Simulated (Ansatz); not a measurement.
# NiSb (Breithauptite) (P6_3/mmc) in Ansatz: reference runs

How does NiSb (Breithauptite) come out in PBE? The cell is run as given and disturbed.

Everything below comes from runs of Ansatz 0.2.0. Logs are shortened: lines on timing, memory, paths and dates and some standing lists are left out, and cuts for length are marked.

## Step 1: Starting point

The structure is hexagonal, space group P6_3/mmc (No. 194). Conventional cell: a = 3.928 Å, b = 3.928 Å, c = 5.120 Å, α = 90.00°, β = 90.00°, γ = 120.00°. Around Sb (site symmetry -6m2) lie 6 Ni at 2.60 Å. Around Ni (site symmetry -3m) lie 2 Ni at 2.56 Å and 6 Sb at 2.60 Å.

## Step 2: Single point, PBE, collinear spin, ferromagnetic start

File input.yaml:

```yaml
crystal:
  lattice:
    - [3.928, 0.0, 0.0]
    - [-1.964, 3.4017477861, 0.0]
    - [0.0, 0.0, 5.12]
  atoms:
    - { symbol: Sb, position: [0.6666666667, 0.3333333333, 0.75] }
    - { symbol: Sb, position: [0.3333333333, 0.6666666667, 0.25] }
    - { symbol: Ni, position: [0.0, 0.0, 0.5], spin: 1.0 }
    - { symbol: Ni, position: [0.0, 0.0, 0.0], spin: 1.0 }
hamiltonian:
  xc: pbe
  pseudopotentials: { kind: paw }
magnetization:
  spin_polarized: true
kpoints:
  mp_grid: { grid: [8, 8, 5] }
scf:
  occupations: { method: fermi_dirac, width: 0.05 }
output:
  forces: true
  stress: true
  eigenvalues: true
```

Potentials or basis: Ansatz PAW.

Started as:

```
$ ansatz run input.yaml --threads 2 --pin off --max-ram 5120MiB --backend cpu --events-out ev --progress --plain --runs-dir out
```

The program printed:

```text
Warning: RAYON_NUM_THREADS=2 ignored (pool sized by the plan → 2); use --threads N
Engine: ansatz 0.2.0, aarch64-unknown-linux-gnu
Pseudopotentials: kind: paw
Pseudopotential: Sb, paw, valence charge 15, recommended cutoff 420 eV (normal), Sb.paw.azcp
Pseudopotential: Ni, paw, valence charge 18, recommended cutoff 420 eV (normal), Ni.paw.azcp
Functional definition: PBE
  parameter kappa = 0.804
  parameter beta = 0.06672455060314922
  exchange = pbe_x(kappa = kappa, mu = beta*pi^2/3)
  correlation = pbe_c(beta = beta)
Crystal: 4 atoms, lattice volume = 68.414 Å³
Basis set: ecut = 420 eV, 1385 PW (Γ), exchange–correlation on 54×54×72 points (8 copies of the dense FFT grid, shifted against one another)
Bands: 41, of which v1, the nominal top of the filled ones, is band 33 counted from 1 (32 counted from 0)
Symmetry: 24 space group operations
Space group: P63/mmc (ITA 194), of the structure as read, at distance tolerance 4.1e-5 Å
Magnetic group: BNS 194.263 (UNI 1493), of the structure as read, at distance tolerance 4.1e-5 Å
k-points: 30 of 320
Non-local potential: Sb, projectors of the file, l = 0: 2, l = 1: 2, l = 2: 2, l = 3: 2
Non-local potential: Ni, projectors of the file, l = 0: 3, l = 1: 2, l = 2: 3, l = 3: 1
PAW form: soft (Blöchl's): semilocal exchange-correlation on the pseudo side does not see the compensation charge
PAW one-centre angular grid: Sb, 590 points (default); XC on 64 Gauss nodes
PAW one-centre angular grid: Ni, 590 points (default); XC on 64 Gauss nodes
Initial density: superposition of atomic densities (chi_scale 0.1, normalization cell)
Starting moments: Σ|m| = 2 μB on 2 of 4 sites
Initial wavefunctions: pseudopotential atomic-orbital guess
Functional: x = pbe(κ = 0.804, μ = 0.2195149727645171), c = pbe(β = 0.06672455060314922)
iter 1 solved again at ethr=2.67e-3 eV; its pass at ethr=3.10e-3 eV (dr2=1.77e0 eV) is discarded
SCF iter   1: F=—  HF=-24645.606321 eV  |F-HF|=—  |Δ(HF+E_count)|=         —  Δρ=8.23e-2 (↑5.62e-2 ↓8.23e-2)  dr2=1.77e0  dr2_m=2.81e0  M=0.237 μB ∫|m|=0.354 μB  β_m=0.30  ethr=2.67e-3  ⟨swp⟩=1.2  Hψ=12721  notcnv=0
Mixer restart at iter 1: flushing history
preconditioner: auto → Kerker (q_TF=auto, 2.712 Å⁻¹)  [metal: Δε(μ)=0.009 eV  Ē_g=18.074 eV  σ=0.050 eV  W_gap=0.04  n_scr=22 (ndim 8)  ℏωp=31.7 eV  f_vac=0.000  D(μ)=2.60/eV (n_scr^D=22)]
spin=Collinear: Kerker preconditioning applied to the charge; magnetization (m = ρ↑ − ρ↓) channel mixes plain (no charge-response kernel on spin).
SCF iter   2: F=—  HF=-24647.200515 eV  |F-HF|=—  |Δ(HF+E_count)|=    1.59e0  Δρ=6.80e-2 (↑3.88e-2 ↓6.80e-2)  dr2=1.75e0  dr2_m=1.66e0  M=0.146 μB ∫|m|=0.256 μB  β_m=0.61  ethr=2.67e-3  ⟨swp⟩=2.0  Hψ=2920  notcnv=0
SCF iter   3: F=—  HF=-24649.599453 eV  |F-HF|=—  |Δ(HF+E_count)|=    2.40e0  Δρ=2.06e-2 (↑1.87e-2 ↓2.06e-2)  dr2=4.25e-1  dr2_m=1.56e-3  M=-0.008 μB ∫|m|=0.014 μB  β_m=0.58  ethr=2.65e-3  ⟨swp⟩=3.0  Hψ=4919  notcnv=0  defer=115
SCF iter   4: F=—  HF=-24649.508442 eV  |F-HF|=—  |Δ(HF+E_count)|=   9.10e-2  Δρ=1.20e-2 (↑1.20e-2 ↓1.05e-2)  dr2=4.66e-1  dr2_m=5.66e-4  M=-0.005 μB ∫|m|=0.012 μB  β_m=0.54  ethr=6.44e-4  ⟨swp⟩=2.8  Hψ=5257  notcnv=0  defer=130
SCF iter   5: F=—  HF=-24649.428649 eV  |F-HF|=—  |Δ(HF+E_count)|=   7.98e-2  Δρ=3.05e-3 (↑3.05e-3 ↓2.59e-3)  dr2=3.67e-2  dr2_m=2.49e-4  M=0.002 μB ∫|m|=0.009 μB  β_m=0.77  ethr=6.44e-4  ⟨swp⟩=2.0  Hψ=3187  notcnv=0  defer=127
SCF iter   6: F=—  HF=-24649.433768 eV  |F-HF|=—  |Δ(HF+E_count)|=   5.12e-3  Δρ=4.07e-3 (↑3.18e-3 ↓4.07e-3)  dr2=1.98e-2  dr2_m=1.65e-4  M=-0.005 μB ∫|m|=0.005 μB  β_m=0.88  ethr=5.56e-5  ⟨swp⟩=2.0  Hψ=3331  notcnv=0  defer=124
SCF iter   7: F=—  HF=-24649.435824 eV  |F-HF|=—  |Δ(HF+E_count)|=   2.06e-3  Δρ=6.22e-4 (↑4.07e-4 ↓6.22e-4)  dr2=6.41e-4  dr2_m=6.06e-5  M=-0.002 μB ∫|m|=0.002 μB  β_m=0.94  ethr=3.01e-5  ⟨swp⟩=2.0  Hψ=3490  notcnv=0  defer=124
SCF iter   8: F=—  HF=-24649.436028 eV  |F-HF|=—  |Δ(HF+E_count)|=   2.03e-4  Δρ=4.84e-4 (↑4.84e-4 ↓3.62e-4)  dr2=5.05e-4  dr2_m=2.70e-6  M=-0.000 μB ∫|m|=0.000 μB  β_m=0.97  ethr=9.71e-7  ⟨swp⟩=2.1  Hψ=4191  notcnv=0  defer=124
SCF iter   9: F=—  HF=-24649.435987 eV  |F-HF|=—  |Δ(HF+E_count)|=   4.07e-5  Δρ=1.06e-4 (↑1.06e-4 ↓8.91e-5)  dr2=2.15e-5  dr2_m=6.19e-8  M=0.000 μB ∫|m|=0.000 μB  β_m=0.99  ethr=7.66e-7  ⟨swp⟩=2.0  Hψ=2975  notcnv=0  defer=124
SCF iter  10: F=—  HF=-24649.435991 eV  |F-HF|=—  |Δ(HF+E_count)|=   3.84e-6  Δρ=4.84e-5 (↑4.84e-5 ↓4.12e-5)  dr2=4.22e-6  dr2_m=1.02e-8  M=0.000 μB ∫|m|=0.000 μB  β_m=0.99  ethr=3.26e-8  ⟨swp⟩=2.5  Hψ=3344  notcnv=0  defer=124
SCF iter  11: F=—  HF=-24649.435991 eV  |F-HF|=—  |Δ(HF+E_count)|=   1.67e-7  Δρ=7.77e-6 (↑7.77e-6 ↓6.80e-6)  dr2=1.03e-7  dr2_m=2.03e-10  M=0.000 μB ∫|m|=0.000 μB  β_m=1.00  ethr=6.39e-9  ⟨swp⟩=2.0  Hψ=2823  notcnv=0  defer=124
SCF iter  12: F=—  HF=-24649.435991 eV  |F-HF|=—  |Δ(HF+E_count)|=   9.27e-9  Δρ=7.44e-6 (↑7.11e-6 ↓7.44e-6)  dr2=1.15e-7  dr2_m=1.79e-11  M=0.000 μB ∫|m|=0.000 μB  β_m=0.91  ethr=1.55e-10  ⟨swp⟩=2.0  Hψ=3332  notcnv=0  defer=124
SCF iter  13: F=-24649.435991 eV  HF=-24649.435991 eV  |F-HF|=7.06e-9  |Δ(HF+E_count)|=   1.14e-8  Δρ=1.90e-6 (↑1.81e-6 ↓1.90e-6)  dr2=7.78e-9  dr2_m=1.35e-12  M=0.000 μB ∫|m|=0.000 μB  ethr=1.52e-10  ⟨swp⟩=8.1  Hψ=9933  notcnv=0
SCF 1 converged in 13 iterations: F = -24649.435991 eV  dr2 = 7.78e-9
WARN: the starting moments were not kept: the SCF closed with an absolute magnetisation of 1.2e-6 μB, where they sum to 2 μB in size (2 sites). That is at most 0.1 of that sum. Measured as dr2_m measures the in/out step, that magnetisation stands 1.5e-12 eV from none, at or under the dr2_threshold of 1.0e-7 eV: it is no larger than a step whose dr2_m would equal this threshold. The system may hold no moment; this SCF shows only that its start led to no more than that. To try another start: raise the starting moments (crystal.atoms[].spin, magnetization.per_species, magnetization.initial_magnetization, or on a non-collinear deck that types none of these the spinor_matrix: blocks that start its atoms; where the total moment is fixed, keep their sum and leave initial_magnetization as it is; typed ones take the place of any that the run laid by itself, positive ones on a crystal's lanthanoids without a Hubbard term where scf.initial_density.shell_occupations: [] is typed) or, if the notice of its spin-set hold's release reads "site moments contracting" or "site moments show no strong build", lengthen the hold (scf.mixing.spin_hold: { on: { confirm: 4 } }; for m-r²SCAN on two components see the key's manual first). Each may lead to a state that holds a moment. A second SCF, from the converged charge density, with the starting moments and any scf.initial_density.shell_occupations laid on it anew, would have followed, and was not run: the deck does not ask for one (magnetization.retry_lost_moments is false, the default). To let it run, set magnetization.retry_lost_moments: true and run the deck again, where that key's refused combinations let it; where memory then withholds it, that run's warning says so.
SCF converged after 13 iterations
Magnetization: 0.0000 μB (33.0000 up, 33.0000 down)
Absolute magnetization: 0.0000 μB (∫|ρ↑−ρ↓|, with the PAW one-centre terms)
Spin contamination: 0.0000 ħ² per cell (⟨S²⟩ above its minimum at these occupations)
Per-site moments (μB) at R_I (Å): [(1.6801070677011956e-8, 1.074201112459363), (1.680107097659897e-8, 1.074201112459363), (4.707639693090516e-7, 1.056), (4.70763969400681e-7, 1.056)]
Free energy (F): -24649.435991 eV
Harris-Foulkes:  -24649.435991 eV  (|F-HF|=7.06e-9)
Internal energy: -24649.416474 eV  (E = F + TS)
E sigma→0 (E₀):  -24649.426232 eV
Entropy (-TS):   -0.019517 eV (-4.879 meV/atom)
Fermi energy:    15.290679 eV
--- Per-component energies (eV) ---
  E_band       = -861.919426
  E_kinetic    = 988.274319
  E_local      = -11073.591842  (includes V_loc(G=0)·N_el)
  E_nonlocal   = 2007.442476
  E_hartree    = 4846.399063
  E_xc         = -448.571430
  E_vxc        = -414.323566  (∫ρ·V_xc dr)
  E_paw        = -12422.960602  (= ΣΔE_a)
  E_vpaw       = -2062.510009  (= ΣTr[D̂ρ^β])
  E_aug_tail   = 0.000955  (compensation charges beyond the density's cutoff)
  E_ewald      = -8546.409412
  E_smearing   = -0.019517  (= −TS)
  E_closure    = -0.000000  (closes the sum)
  Σ components = -24649.435991   (vs F -24649.435991, Δ=0.00e0)
--- Forces (eV/Å), atoms counted from 1 ---
  atom   1  Sb     0.00000000     0.00000000     0.00000000
  atom   2  Sb     0.00000000    -0.00000000    -0.00000000
  atom   3  Ni     0.00000000     0.00000000     0.00000000
  atom   4  Ni     0.00000000    -0.00000000     0.00000000
  max |Σ_I F_I| component: 1.85e-17 eV/Å
--- Stress (GPa, compression-positive) ---
        3.983781       0.000000       0.000000
        0.000000       3.983781       0.000000
        0.000000       0.000000       3.299855
  P = ⅓ Tr σ = 3.7558 GPa (37.558 kbar)
--- Band table (eV; the first three rows and the last of 60) ---
  k-point 0 ↑: bands = ["-87.9885", "-87.9807", "-48.4255", "-48.4255", "-48.4173", "-48.4173", "-48.4116", "-48.3242", "-13.9580", "-13.9580", "-13.9385", "-13.9217", "-13.9019", "-13.9019", "-13.9019", "-13.9019", "-13.8976", "-13.8976", "2.3026", "6.8755", "9.0399", "11.3675", "11.3675", "12.1290", "12.7288", "12.7288", "13.1955", "13.1955", "13.9779", "13.9779", "15.2904", "15.8912", "15.8912", "17.8153", "17.8153", "18.4611", "19.3621", "20.6328", "21.7841", "21.7841", "23.2937"]
  k-point 1 ↑: bands = ["-87.9878", "-87.9815", "-48.4247", "-48.4247", "-48.4181", "-48.4181", "-48.4033", "-48.3326", "-13.9550", "-13.9550", "-13.9367", "-13.9231", "-13.9148", "-13.9148", "-13.8991", "-13.8991", "-13.8904", "-13.8904", "2.5311", "5.7603", "10.3721", "11.5022", "11.5022", "12.2619", "12.8159", "12.8159", "12.9718", "12.9718", "13.7429", "13.7429", "15.1086", "16.3177", "16.3177", "17.7910", "17.7910", "18.2921", "18.8543", "20.8979", "21.3786", "21.3786", "22.3900"]
  k-point 2 ↑: bands = ["-87.9858", "-87.9834", "-48.4227", "-48.4227", "-48.4201", "-48.4201", "-48.3815", "-48.3545", "-13.9460", "-13.9460", "-13.9322", "-13.9316", "-13.9316", "-13.9270", "-13.8931", "-13.8931", "-13.8889", "-13.8889", "3.2105", "4.3156", "11.8830", "11.8830", "12.0982", "12.4330", "12.4330", "12.5156", "13.0540", "13.0540", "13.3826", "13.3826", "15.0879", "16.4087", "17.0833", "17.0833", "17.6178", "17.6178", "19.9006", "20.9694", "20.9791", "20.9791", "21.3100"]
  k-point 29 ↓: bands = ["-87.9858", "-87.9834", "-48.4230", "-48.4229", "-48.4205", "-48.4204", "-48.3814", "-48.3545", "-13.9493", "-13.9469", "-13.9453", "-13.9193", "-13.9080", "-13.9065", "-13.8955", "-13.8942", "-13.8903", "-13.8877", "5.5809", "5.7533", "9.2911", "9.7276", "10.2553", "11.0790", "12.5213", "12.5293", "13.0498", "13.3026", "13.3239", "13.4492", "13.7914", "13.8261", "14.0806", "14.3353", "18.5988", "19.2969", "21.7290", "22.1541", "22.6214", "23.6351", "23.9346"]
```

It took 9.1 s on 2 threads of Arm Neoverse V1, shared host; peak memory 0.45 GiB.

Results:

| Item | Value |
| --- | --- |
| Free energy | -24649.4360 eV |
| Pressure | 3.8 GPa |
| Band gap on the k mesh | none (metal or under the smearing width) |
| Net moment | 0.00 μB per cell |
| Absolute moment | 0.00 μB per cell |

Stress tensor (GPa, compression positive):
```
3.98 0.00 0.00
0.00 3.98 0.00
0.00 0.00 3.30
```

Caveat: the starting moments weren't kept. Spin-orbit coupling is left out, which matters for the levels of Sb.

(Part 1 of 2 ends here.)
